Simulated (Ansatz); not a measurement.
# FeS2 — S-33 NMR of the central transition

Cell: a diffraction structure from the COD, ions relaxed with PBE at fixed cell.

Space group Pa-3 (No. 205); a = 5.4178 Å.

```csv
site,Wyckoff,site symmetry,x,y,z
Fe,4a,.-3.,0.0000,0.0000,0.0000
S,8c,.3.,0.3828,0.3828,0.3828
```

One atom of each set is listed.

Method: Kohn–Sham DFT in Ansatz, LDA, plane waves and PAW, scalar-relativistic, collinear spin, 420 eV cutoff, Γ-centred 8×8×8 k-points, Fermi–Dirac smearing 0.05 eV. Start moments as typed (μB): 3 on each Fe, none on the rest.

S-33 has I = 3/2 and Q = -69.40 mb (Pyykkö 2018); at 14.1 T its Larmor frequency is ν₀ = 46.1 MHz. Only the quadrupole interaction is simulated: positions count from each site's isotropic chemical shift, and shift anisotropy, dipolar and J coupling are left out.

(1) Give C_Q, η, the quadrupolar product P_Q = |C_Q|(1 + η²/3)^½, the second-order isotropic shift and the breadth of the pattern (static powder) for each S site.

Answers

(1) 

```csv
site,first shell,C_Q (MHz),η,P_Q (MHz),δ_QIS (ppm),breadth (kHz)
S,"1 S at 2.20 Å, 3 Fe at 2.26 Å",-23.1,0.00,23.1,-6249,1501
```

δ_QIS = −(ν_Q²/30ν₀²)[I(I+1) − 3/4](1 + η²/3) × 10⁶ ppm with ν_Q = 3|C_Q|/[2I(2I−1)]; it falls as 1/B₀² in ppm, and the breadth as 1/B₀ in kHz.

An axis of threefold or higher order runs through S, so V_zz lies along it and η is zero. The structure holds S–S bonds (2.20 Å).

With ν_Q/ν₀ up to 0.25, terms beyond second order are no longer negligible.

At this cell the LDA pressure is -12 GPa, so with LDA the cell would shrink if it were relaxed. With a gap of 0.4 eV under a smearing of 0.05 eV the band edges are partly filled, so small gradients can hang on the smearing and the k-mesh. The start moments die out, and the run ends without spin.
